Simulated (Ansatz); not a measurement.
Relaxed BaSnO3 (cubic perovskite):

```xyz
5
Lattice="4.1313 0.0000 0.0000 0.0000 4.1313 0.0000 0.0000 0.0000 4.1313" Properties=species:S:1:pos:R:3 pbc="T T T"
Ba     0.0000     0.0000     0.0000
Sn     2.0657     2.0657     2.0657
O      0.0000     2.0657     2.0657
O      2.0657     2.0657     0.0000
O      2.0657     0.0000     2.0657
```

These are r2SCAN (plane waves to 500 eV, PAW, scalar-relativistic; Ansatz, a program for electronic structure) values and carry that method's errors. k mesh 7×7×7 (Γ-centred), Fermi-Dirac smearing 0.05 eV. BaSnO3 was relaxed with its symmetry unable to fall.

One atom of the cell was then moved (with its periodic images), all else fixed, and the forces (eV/Å) came out as:

```json
[
 {"atom": "Ba1", "Fx": "0.021", "Fy": "0.079", "Fz": "0.000"},
 {"atom": "Sn2", "Fx": "0.028", "Fy": "1.227", "Fz": "0.000"},
 {"atom": "O3", "Fx": "0.276", "Fy": "0.273", "Fz": "0.000"},
 {"atom": "O4", "Fx": "-0.031", "Fy": "0.268", "Fz": "0.000"},
 {"atom": "O5", "Fx": "-0.294", "Fy": "-1.847", "Fz": "0.000"}
]
```

Which atom was moved, and by which vector (Å)?

O5, by (0.09, 0.09, 0.00), 0.13 Å in all.

(For displaced atoms, the force is minus the slope of the energy, and its curvature is a force constant, which sets phonon frequencies.)
